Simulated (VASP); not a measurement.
Write the native input for VASP 6.6.1 that does the following.

* Task: band structure
* Functional: TB-mBJ
* Potentials or basis: VASP PAW PBE potentials, release 64 (Pb_d)
* Cutoff: 520 eV
* k mesh: 7 × 7 × 7
* Occupations: fermi-dirac, width 0.05 eV
* Spin: spin-orbit coupling, no magnetisation
* Further INCAR settings: ALGO = Normal; EDIFF = 1e-07; NBANDS = 25

The system is Pb.

```xyz
1
Lattice="0.0000 2.4750 2.4750 2.4750 0.0000 2.4750 2.4750 2.4750 0.0000" Properties=species:S:1:pos:R:3 pbc="T T T"
Pb    0.0000    0.0000    0.0000
```

The input as run:

POSCAR

```
Pb
1.0
    0.0000000000      2.4750200000      2.4750200000
    2.4750200000      0.0000000000      2.4750200000
    2.4750200000      2.4750200000      0.0000000000
Pb
1
Direct
    0.0000000000      0.0000000000      0.0000000000
```

INCAR.step1

```
  PREC = Accurate
  ENCUT = 520
  EDIFF = 1E-5
  ISMEAR = -1
  SIGMA = 0.05
  LREAL = F
  LASPH = T
  NELM = 60
  ALGO = Normal
  ISIF = 2
  LWAVE = T
  LCHARG = F
  MAGMOM = 0 0 0
  LORBIT = 11
  LSORBIT = T
  GGA_COMPAT = F
  NBANDS = 25
  GGA = PE
```

INCAR.step2

```
  PREC = Accurate
  ENCUT = 520
  EDIFF = 1E-7
  ISMEAR = -1
  SIGMA = 0.05
  LREAL = F
  LASPH = T
  NELM = 60
  ALGO = Normal
  ISIF = 2
  LWAVE = F
  LCHARG = F
  MAGMOM = 0 0 0
  LORBIT = 11
  LSORBIT = T
  GGA_COMPAT = F
  METAGGA = MBJ
  NBANDS = 25
  ISTART = 1
```

KPOINTS

```
regular mesh
0
Gamma
  7 7 7
```

KPOINTS_OPT

```
path GXWKGLUWLK,UX
10
line-mode
reciprocal
 0.0000000000  0.0000000000  0.0000000000  G
 0.5000000000  0.0000000000  0.5000000000  X

 0.5000000000  0.0000000000  0.5000000000  X
 0.5000000000  0.2500000000  0.7500000000  W

 0.5000000000  0.2500000000  0.7500000000  W
 0.3750000000  0.3750000000  0.7500000000  K

 0.3750000000  0.3750000000  0.7500000000  K
 0.0000000000  0.0000000000  0.0000000000  G

 0.0000000000  0.0000000000  0.0000000000  G
 0.5000000000  0.5000000000  0.5000000000  L

 0.5000000000  0.5000000000  0.5000000000  L
 0.6250000000  0.2500000000  0.6250000000  U

 0.6250000000  0.2500000000  0.6250000000  U
 0.5000000000  0.2500000000  0.7500000000  W

 0.5000000000  0.2500000000  0.7500000000  W
 0.5000000000  0.5000000000  0.5000000000  L

 0.5000000000  0.5000000000  0.5000000000  L
 0.3750000000  0.3750000000  0.7500000000  K

 0.6250000000  0.2500000000  0.6250000000  U
 0.5000000000  0.0000000000  0.5000000000  X
```

Potentials or basis: VASP PAW PBE potentials, release 64 (Pb_d).

Command:

```console
$ cat potpaw_PBE.64/Pb_d/POTCAR > POTCAR
$ cp INCAR.step1 INCAR
$ mpirun -np 1 vasp_ncl > vasp.out
$ cp INCAR.step2 INCAR
$ mpirun -np 1 vasp_ncl > vasp.out
```

Results of the run:

* Valence electrons inside the program's atomic spheres: Pb 11.87

Wall time 110 s on 1 thread of AMD EPYC 9R45 96-Core Processor (Zen 5) (shared host), peak memory 0.24 GiB.
